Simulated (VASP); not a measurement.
Here is a VASP 6.6.1 calculation.

File run.py:

```python
from ase.calculators.vasp import Vasp
from ase.dft.bandgap import bandgap
from ase.io import read

atoms = read('RbCl.cif', primitive_cell=True, subtrans_included=False)
calc = Vasp(
    directory='calc',
    xc='pbe',
    pp='PBE',
    setups='materialsproject',
    prec='Accurate',
    encut=520,
    ediff=1e-07,
    ismear=0,
    sigma=0.1,
    lreal=False,
    lasph=True,
    nelm=60,
    algo='Fast',
    isif=2,
    lwave=False,
    lcharg=False,
    kpts=[7, 7, 7],
    gamma=True,
    nbands=15,
)
atoms.calc = calc

print('energy (eV):', atoms.get_potential_energy())
print('free energy (eV):', atoms.get_potential_energy(force_consistent=True))
print('forces (eV/A):')
print(atoms.get_forces())
print('stress (eV/A^3, Voigt):', atoms.get_stress())
print('Fermi level (eV):', calc.get_fermi_level())
gap, top, bottom = bandgap(calc)
print('band gap (eV):', gap, 'from (spin, k, band)', top, 'to', bottom)
```

Contents of RbCl.cif:

```cif
data_RbCl
_cell_length_a 6.54800000
_cell_length_b 6.54800000
_cell_length_c 6.54800000
_cell_angle_alpha 90.00000000
_cell_angle_beta 90.00000000
_cell_angle_gamma 90.00000000
_space_group_name_H-M_alt 'Fm-3m'
_space_group_name_Hall '-F 4 2 3'
_space_group_IT_number 225
loop_
_space_group_symop_operation_xyz
'x,y,z'
'-x,-y,-z'
'-y,x,z'
'y,-x,-z'
'-x,-y,z'
'x,y,-z'
'y,-x,z'
'-y,x,-z'
'x,-y,-z'
'-x,y,z'
'-y,-x,-z'
'y,x,z'
'-x,y,-z'
'x,-y,z'
'y,x,-z'
'-y,-x,z'
'z,x,y'
'-z,-x,-y'
'z,-y,x'
'-z,y,-x'
'z,-x,-y'
'-z,x,y'
'z,y,-x'
'-z,-y,x'
'-z,x,-y'
'z,-x,y'
'-z,-y,-x'
'z,y,x'
'-z,-x,y'
'z,x,-y'
'-z,y,x'
'z,-y,-x'
'y,z,x'
'-y,-z,-x'
'x,z,-y'
'-x,-z,y'
'-y,z,-x'
'y,-z,x'
'-x,z,y'
'x,-z,-y'
'-y,-z,x'
'y,z,-x'
'-x,-z,-y'
'x,z,y'
'y,-z,-x'
'-y,z,x'
'x,-z,y'
'-x,z,-y'
'x,y+1/2,z+1/2'
'-x,-y+1/2,-z+1/2'
'-y,x+1/2,z+1/2'
'y,-x+1/2,-z+1/2'
'-x,-y+1/2,z+1/2'
'x,y+1/2,-z+1/2'
'y,-x+1/2,z+1/2'
'-y,x+1/2,-z+1/2'
'x,-y+1/2,-z+1/2'
'-x,y+1/2,z+1/2'
'-y,-x+1/2,-z+1/2'
[... 41 lines left out ...]
'-x+1/2,-y,z+1/2'
'x+1/2,y,-z+1/2'
'y+1/2,-x,z+1/2'
'-y+1/2,x,-z+1/2'
'x+1/2,-y,-z+1/2'
'-x+1/2,y,z+1/2'
'-y+1/2,-x,-z+1/2'
'y+1/2,x,z+1/2'
'-x+1/2,y,-z+1/2'
'x+1/2,-y,z+1/2'
'y+1/2,x,-z+1/2'
'-y+1/2,-x,z+1/2'
'z+1/2,x,y+1/2'
'-z+1/2,-x,-y+1/2'
'z+1/2,-y,x+1/2'
'-z+1/2,y,-x+1/2'
'z+1/2,-x,-y+1/2'
'-z+1/2,x,y+1/2'
'z+1/2,y,-x+1/2'
'-z+1/2,-y,x+1/2'
'-z+1/2,x,-y+1/2'
'z+1/2,-x,y+1/2'
'-z+1/2,-y,-x+1/2'
'z+1/2,y,x+1/2'
'-z+1/2,-x,y+1/2'
'z+1/2,x,-y+1/2'
'-z+1/2,y,x+1/2'
'z+1/2,-y,-x+1/2'
'y+1/2,z,x+1/2'
'-y+1/2,-z,-x+1/2'
'x+1/2,z,-y+1/2'
'-x+1/2,-z,y+1/2'
'-y+1/2,z,-x+1/2'
'y+1/2,-z,x+1/2'
'-x+1/2,z,y+1/2'
'x+1/2,-z,-y+1/2'
'-y+1/2,-z,x+1/2'
'y+1/2,z,-x+1/2'
'-x+1/2,-z,-y+1/2'
'x+1/2,z,y+1/2'
'y+1/2,-z,-x+1/2'
'-y+1/2,z,x+1/2'
'x+1/2,-z,y+1/2'
'-x+1/2,z,-y+1/2'
'x+1/2,y+1/2,z'
'-x+1/2,-y+1/2,-z'
'-y+1/2,x+1/2,z'
'y+1/2,-x+1/2,-z'
'-x+1/2,-y+1/2,z'
'x+1/2,y+1/2,-z'
'y+1/2,-x+1/2,z'
'-y+1/2,x+1/2,-z'
'x+1/2,-y+1/2,-z'
'-x+1/2,y+1/2,z'
'-y+1/2,-x+1/2,-z'
'y+1/2,x+1/2,z'
'-x+1/2,y+1/2,-z'
'x+1/2,-y+1/2,z'
'y+1/2,x+1/2,-z'
'-y+1/2,-x+1/2,z'
'z+1/2,x+1/2,y'
'-z+1/2,-x+1/2,-y'
'z+1/2,-y+1/2,x'
'-z+1/2,y+1/2,-x'
'z+1/2,-x+1/2,-y'
'-z+1/2,x+1/2,y'
'z+1/2,y+1/2,-x'
'-z+1/2,-y+1/2,x'
'-z+1/2,x+1/2,-y'
'z+1/2,-x+1/2,y'
'-z+1/2,-y+1/2,-x'
'z+1/2,y+1/2,x'
'-z+1/2,-x+1/2,y'
'z+1/2,x+1/2,-y'
'-z+1/2,y+1/2,x'
'z+1/2,-y+1/2,-x'
'y+1/2,z+1/2,x'
'-y+1/2,-z+1/2,-x'
'x+1/2,z+1/2,-y'
'-x+1/2,-z+1/2,y'
'-y+1/2,z+1/2,-x'
'y+1/2,-z+1/2,x'
'-x+1/2,z+1/2,y'
'x+1/2,-z+1/2,-y'
'-y+1/2,-z+1/2,x'
'y+1/2,z+1/2,-x'
'-x+1/2,-z+1/2,-y'
'x+1/2,z+1/2,y'
'y+1/2,-z+1/2,-x'
'-y+1/2,z+1/2,x'
'x+1/2,-z+1/2,y'
'-x+1/2,z+1/2,-y'
loop_
_atom_site_label
_atom_site_type_symbol
_atom_site_symmetry_multiplicity
_atom_site_Wyckoff_symbol
_atom_site_fract_x
_atom_site_fract_y
_atom_site_fract_z
_atom_site_occupancy
Rb1 Rb 4 a 0.0000000000 0.0000000000 0.0000000000 1
Cl1 Cl 4 b 0.5000000000 0.0000000000 0.0000000000 1
```

Potentials or basis: VASP PAW PBE potentials, release 64 (Rb_sv, Cl).

Run with:

```bash
$ python run.py
```

(1) What does it give for the pressure?

(2) Estimate the band gap on the k mesh.

## Answers

(1) 1.2 GPa.

(2) 5.05 eV, direct.

Caveat: an odd mesh through Γ misses points on the zone boundary, where band edges often lie.
